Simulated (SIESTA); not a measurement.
The system is MnO2.

```
CELL_PARAMETERS angstrom
2.85658 0.00000 0.00000
-1.42829 2.47387 0.00000
0.00000 0.00000 4.60137
ATOMIC_POSITIONS crystal
Mn 0.00000 0.00000 0.50000
O 0.33333 0.66667 0.70629
O 0.66667 0.33333 0.29371
```

Measurements of this composition are mostly on another form, of space group No. 136.

Base run:

- Program: SIESTA 5.4.2
- Functional: PBEsol
- Potentials or basis: PseudoDojo 0.4 standard (PBEsol files)
- Basis: DZ (energy shift 0.003 Ry; two zetas on semicore shells)
- Grid cutoff: 800 Ry
- Energy shift: 0.003 Ry
- k mesh: 11 × 11 × 6
- Occupations: fermi-dirac, width 0.05 eV
- Spin: collinear spin, ferromagnetic start
- Starting moments: [4.0, 0.0, 0.0] μB

Its results: band gap on the k mesh 0.45 eV, indirect (least direct gap 0.48 eV); pressure 2.6 GPa; net moment 3.00 μB per cell; site moments Mn +2.86; O +0.07 μB; largest force 0.010 eV/Å.

**Question.** The run is repeated on the same cell with these changes: basis from DZ (energy shift 0.003 Ry; two zetas on semicore shells) to TZP (energy shift 0.003 Ry; two zetas on semicore shells). What comes out?

**Answer.** Band gap on the k mesh 0.71 eV, indirect (least direct gap 0.76 eV); pressure -0.3 GPa; net moment 3.00 μB per cell; site moments Mn +2.91; O +0.05 μB; largest force 0.082 eV/Å.

Caveats: short orbitals over semicore shells can move pressures by several GPa; the basis of atomic orbitals isn't converged, which shifts pressures, moduli and gaps; a cell with one magnetic atom can't hold antiferromagnetic order, which such compounds often take; the basis has no polarisation orbitals (some runs).
